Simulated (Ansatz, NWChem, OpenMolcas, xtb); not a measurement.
## Ligand exchange: BH2Br + C3H8S → BH2(SH) + C3H7Br

Gas-phase species: BH2Br `BBr`, singlet; C3H8S (1-propanethiol) `CCCS`, singlet; BH2(SH), singlet; C3H7Br (1-bromopropane) `CCCBr`, singlet. The partners trade Br for SH: B–Br and C–SH bonds give way to B–SH and C–Br.

Shapes, held fixed at every level: PBE0-D4/def2-TZVP. Flexible molecules stand in one conformer, not always the lowest. Programs: Ansatz 0.2.0, NWChem 7.3.0, OpenMolcas 26.06, xtb 6.7.1. A level may come from different programs for different species; with the same settings they agree closely. Electronic energies: no zero-point or thermal term.

```tsv
level	kind	ΔE (kJ/mol)	less CCSD(T)/def2-TZVPP
GFN1-xTB	semi-empirical	-31.9	-16.6
HF/def2-SVP	Hartree–Fock	-9.5	+5.8
HF/def2-TZVPP	Hartree–Fock	-9.3	+6.0
r2SCAN-D4/def2-TZVPP	meta-GGA	-18.7	-3.4
B3LYP/6-31G* (Cartesian functions)	global hybrid	-17.8	-2.5
B3LYP-D4/def2-TZVPP	global hybrid	-17.5	-2.2
wB97M-V/def2-TZVPP	range-separated hybrid	-15.1	+0.2
wB97X-V/def2-TZVPP	range-separated hybrid	-14.5	+0.8
CCSD(T)/def2-TZVPP	coupled cluster or CI	-15.3	0.0
```

The highest level, CCSD(T)/def2-TZVPP, gives ΔE = -15.3 kJ/mol; the levels span -31.9 to -9.3. The column of differences is taken from that level and isn't an error. No measured value is set beside it here. Relativity is left out for Br. Outer-core shells of Br are correlated, in sets that cover them unevenly.

The exchange is exothermic at every level, so boron's preference for SH over Br, relative to a primary alkyl carbon, does not hinge on the method. The likely reason is π donation. The formally empty 2p orbital on boron accepts density from a lone pair on either ligand, and sulfur, being less electronegative than bromine, gives it up more readily. The saturated carbon has no comparable low-lying acceptor, so this gain is not offset on the other side. The modest energy is a net balance of four bonds, however, and does not measure the π contribution by itself.

Hartree–Fock recovers the direction but only part of the driving force, and enlarging its basis barely changes the result. Correlation therefore favours the products, by 6.0 kJ/mol in the larger basis. The density functionals all lie much closer to the coupled-cluster value, whereas GFN1-xTB roughly doubles the exothermicity and is suited here to the sign rather than the size. Nothing in these energies indicates how easily the exchange would proceed.
